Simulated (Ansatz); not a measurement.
# Sn8HSe8: the cost of one run

Program: Ansatz 0.2.0. Level of theory: DFT LDA, plane waves, PAW, scalar-relativistic, no spin polarisation. These are calculated values, not measurements.

The COD cell was measured well above room temperature, so it is larger than a cold one.

1 further run of the same task is left out (it didn't finish).

## Step 1: The structure to begin with

The cell holds 17 atoms (HSe8Sn8): a = 7.586 Å, b = 7.586 Å, c = 8.620 Å, α = 73.50°, β = 73.50°, γ = 100.98°.

Structure file:

```xyz
17
Lattice="2.1550 5.8525 4.3180 2.1550 -5.8525 4.3180 8.6200 0.0000 0.0000" Properties=species:S:1:pos:R:3 pbc="T T T"
Sn    4.3100    1.4046    5.3975
Sn    4.3100   -1.4046    7.5565
Se    4.3100    4.1670    5.3975
Se    2.1550    1.6855    3.2385
Sn    8.6200    1.4046    5.3975
Sn    8.6200   -1.4046    7.5565
Se    8.6200    4.1670    5.3975
Se    6.4650    1.6855    3.2385
Sn    4.3100    1.4046    1.0795
Sn    4.3100   -1.4046    3.2385
Se    6.4650   -1.6855    5.3975
Se    4.3100   -4.1670    3.2385
Sn    8.6200    1.4046    1.0795
Sn    8.6200   -1.4046    3.2385
Se   10.7750   -1.6855    5.3975
Se    8.6200   -4.1670    3.2385
H    10.8719    2.7793    5.4461
```

## Step 2: Relaxing end A

Contents of input.yaml:

```yaml
crystal:
  lattice:
    - [2.155, 5.8525, 4.318]
    - [2.155, -5.8525, 4.318]
    - [8.62, 0.0, 0.0]
  atoms:
    - { symbol: Sn, position: [0.745, 0.505, 0.1875] }
    - { symbol: Sn, position: [0.755, 0.995, 0.0625] }
    - { symbol: Se, position: [0.981, 0.269, 0.1875] }
    - { symbol: Se, position: [0.519, 0.231, 0.0625] }
    - { symbol: Sn, position: [0.745, 0.505, 0.6875] }
    - { symbol: Sn, position: [0.755, 0.995, 0.5625] }
    - { symbol: Se, position: [0.981, 0.269, 0.6875] }
    - { symbol: Se, position: [0.519, 0.231, 0.5625] }
    - { symbol: Sn, position: [0.245, 0.005, 0.4375] }
    - { symbol: Sn, position: [0.255, 0.495, 0.3125] }
    - { symbol: Se, position: [0.481, 0.769, 0.4375] }
    - { symbol: Se, position: [0.019, 0.731, 0.3125] }
    - { symbol: Sn, position: [0.245, 0.005, 0.9375] }
    - { symbol: Sn, position: [0.255, 0.495, 0.8125] }
    - { symbol: Se, position: [0.481, 0.769, 0.9375] }
    - { symbol: Se, position: [0.019, 0.731, 0.8125] }
    - { symbol: H, position: [0.8680723, 0.3931774, 0.9459346] }
total_charge: 1
basis:
  ecutwfc: 420.0
kpoints:
  mp_grid: { grid: [2, 2, 2] }
hamiltonian:
  xc: lda
scf:
  occupations: { method: gaussian, width: 0.05 }
  lower_state_search: "off"
relax:
  f_tol: 0.03
  max_steps: 60
  adjacent_minimum: "off"
```

The run is started by

```
$ ansatz run input.yaml --threads 4 --pin off --max-ram 10240MiB --backend cpu --events-out ev --progress --plain --runs-dir out
```

Q: Estimate wall time and peak memory on 4 threads of Intel Xeon Platinum 8488C (Sapphire Rapids), shared host.

About 70 s, with a peak of 1.6 GiB.
